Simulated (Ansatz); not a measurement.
A run of Ansatz 0.2.0:

Contents of input.yaml:

```yaml
crystal:
  lattice:
    - [-1.4844496776, 1.4844496776, 1.4844496776]
    - [1.4844496776, -1.4844496776, 1.4844496776]
    - [1.4844496776, 1.4844496776, -1.4844496776]
  atoms:
    - { symbol: Cr, position: [0.0, 0.0, 0.0], spin: 3.0 }
kpoints:
  mp_grid: { grid: [12, 12, 12] }
scf:
  occupations: { method: fermi_dirac, width: 0.05 }
hamiltonian:
  xc: pbesol
  pseudopotentials: { kind: all_electron, lapw: { basis_error: 0.001 } }
  hubbard:
    sites: [{ species: Cr, l: d, u_eff: 6 }]
    double_counting: fll
    projectors: ortho-atomic
magnetization:
  spin_polarized: true
output:
  forces: true
  stress: true
  eigenvalues: true
  dos: { projected: false, de: 0.1, e_range: [-10, 8] }
  hubbard: {}
```

Potentials or basis: all-electron LAPW, scalar-relativistic.

Launch:

```bash
$ ansatz run input.yaml --threads 2 --pin off --max-ram 6144MiB --backend cpu --events-out ev --progress --plain --runs-dir out
```

Hardware: 2 threads of Arm Neoverse V2, on a shared host.

**Question.** Estimate the wall time of this run.

**Answer.** Wall time 6.8 s on 2 threads of Arm Neoverse V2, with other jobs on the host, peak memory 0.33 GiB. Counts: scf iterations 10, plane waves 141, k points 72, bands 13.
